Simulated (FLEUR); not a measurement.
# Sb in FLEUR: convergence with fermiSmearingEnergy

Input of the first run (fermiSmearingEnergy 0.4 eV); the others differ in this setting and in those tied to it:

The input inp.xml:

```xml
<?xml version="1.0" encoding="UTF-8" standalone="no"?>
<fleurInput fleurInputVersion="0.39">
   <comment>
      Sb                                                                                                  
   </comment>
   <calculationSetup>
      <cutoffs Kmax="4.1" Gmax="12.7" GmaxXC="12.7" numbands="0"/>
      <scfLoop itmax="60" minDistance="0.00001" maxIterBroyd="15" imix="Anderson" alpha="0.05" precondParam="0.0" spinf="2.0" sdNocoIR="T"/>
      <coreElectrons ctail="T" frcor="F" kcrel="0" coretail_lmax="0"/>
      <xcFunctional name="PBEs" relativisticCorrections="F"/>
      <magnetism jspins="1"/>
      <soc l_soc="F" theta="0.0" phi="0.0" spav="F"/>
      <expertModes spex="0" secvar="F"/>
      <geometryOptimization l_f="T" forcealpha="1.0" forcemix="BFGS" epsdisp="0.0005" epsforce="0.0002"/>
      <ldaU l_linMix="F" mixParam="0.05" spinf="1.0"/>
   </calculationSetup>
   <cell>
      <bzIntegration valenceElectrons="21.0" mode="hist" fermiSmearingEnergy="0.01469973">
         <kPointListSelection listName="default-1"/>
         <!-- k-points included here -->
         <xi:include xmlns:xi="http://www.w3.org/2001/XInclude" href="kpts.xml"> </xi:include>
      </bzIntegration>
      <!-- symmetry operations included here -->
      <xi:include xmlns:xi="http://www.w3.org/2001/XInclude" href="sym.xml"> </xi:include>
      <bulkLattice scale="1.0">
         <bravaisMatrix>
            <row-1>   -2.9792291704857377     2.9792291704857377     5.1248209019343527</row-1>
            <row-2>    2.9792291704857377    -2.9792291704857377     5.1248209019343527</row-2>
            <row-3>    2.9792291704857377     2.9792291704857377    -5.1248209019343527</row-3>
         </bravaisMatrix>
      </bulkLattice>
   </cell>
   <atomSpecies>
      <species name="Antimony (Sb)" element="Sb" atomicNumber="51">
         <mtSphere radius="2.66" gridPoints="879" logIncrement="0.015"/>
         <atomicCutoffs lmax="10" lnonsphr="10"/>
         <electronConfig flipSpins="F">
            <coreConfig>(1s1/2) (2s1/2) (2p1/2) (2p3/2) (3s1/2) (3p1/2) (3p3/2) (4s1/2) (3d3/2) (3d5/2)</coreConfig>
            <valenceConfig>(4p1/2) (4p3/2) (5s1/2) (4d3/2) (4d5/2) (5p1/2) (5p3/2)</valenceConfig>
            <stateOccupation state="(5p1/2)" spinUp="0.500000" spinDown="0.500000"/>
            <stateOccupation state="(5p3/2)" spinUp="1.000000" spinDown="1.000000"/>
         </electronConfig>
         <energyParameters s="5" p="5" d="5" f="4"/>
         <lo type="SCLO" l="1" n="4" eDeriv="0"/>
         <lo type="SCLO" l="1" n="4" eDeriv="1"/>
         <lo type="SCLO" l="2" n="4" eDeriv="0"/>
         <lo type="SCLO" l="2" n="4" eDeriv="1"/>
         <lo type="SCLO" l="0" n="5" eDeriv="2"/>
         <lo type="SCLO" l="3" n="4" eDeriv="2"/>
      </species>
   </atomSpecies>
   <atomGroups>
      <atomGroup species="Antimony (Sb)">
         <relPos label="                   1">.0000000000 .0000000000 .0000000000</relPos>
         <force calculate="T" relaxXYZ="TTT"/>
      </atomGroup>
   </atomGroups>
   <output dos="F" band="F" slice="F">
      <checks vchk="F" cdinf="F"/>
      <bandDOS minEnergy="-.5*Htr" maxEnergy="0.5*Htr" sigma="0.015" storeEVData="T"/>
      <vacuumDOS vacdos="F" integ="F" star="F" nstars="0" locx1="0.0" locy1="0.0" locx2="0.0" locy2="0.0" nstm="0" tworkf="0.0"/>
      <unfoldingBand unfoldBand="F" supercellX="1" supercellY="1" supercellZ="1"/>
      <plotting iplot="0" polar="F">
         <plot TwoD="T" vec1="  1.0  0.0  0.0" vec2="  0.0  1.0  0.0" vec3="  0.0  0.0  1.0" zero="  0.0  0.0  0.0" file="plot"/>
      </plotting>
      <chargeDensitySlicing numkpt="0" minEigenval="0.0" maxEigenval="0.0" nnne="0" pallst="F"/>
      <specialOutput eonly="F"/>
      <moessbauerParams electricFieldGradient="T" isomerShift="T" coreHyperfine="T" valenceHyperfine="T"/>
      <magneticCircularDichroism mcd="F" energyLo="-10.0" energyUp="0.0"/>
   </output>
  <!-- We include the file relax.xml here to enable relaxations (see documentation) -->
  <xi:include xmlns:xi="http://www.w3.org/2001/XInclude" href="relax.xml"> <xi:fallback/> </xi:include>
</fleurInput>
```

crystal.txt

```
Sb
&input cartesian=F /
-1.5765401831  1.5765401831  2.7119384313
1.5765401831  -1.5765401831  2.7119384313
1.5765401831  1.5765401831  -2.7119384313
1.8897261246
1.0 1.0 1.0

1
51 0.0000000000  0.0000000000  0.0000000000

&kpt div1=10 div2=10 div3=10 gamma=T /
```

Potentials or basis: all-electron, FLAPW.

The run is started by

```sh
$ inpgen -f crystal.txt -profile fastHighL
$ # inp.xml edited to the form shown
$ fleur_MPI
```

This isn't the form of Sb at room conditions, which is rhombohedral.

Hardware: 1 thread of Intel(R) Xeon(R) Platinum 8259CL CPU @ 2.50GHz (Skylake/Cascade Lake), on a shared host.

```tsv
fermiSmearingEnergy	energy less the tightest run, at zero smearing (meV/atom)	SCF cycles	CPU time (s)	peak memory (GiB)
0.4 eV	7.42	13	100	0.07
0.3 eV	7.00	13	88	0.08
0.2 eV	4.80	13	87	0.07
0.1 eV	1.05	13	110	0.07
0.05 eV	-0.02	13	100	0.07
0.025 eV	0.01	13	98	0.07
0.01 eV	0.00	13	110	0.07
```

Against the tightest run, the energy stays within 1 meV/atom from 0.05 eV on. Narrower smearing needs a denser k mesh, so at a fixed mesh the narrowest width isn't the most accurate. The tightest run that finished is the yardstick and may itself not be fully converged.

Spin-orbit coupling is left out, which matters for the levels of Sb.
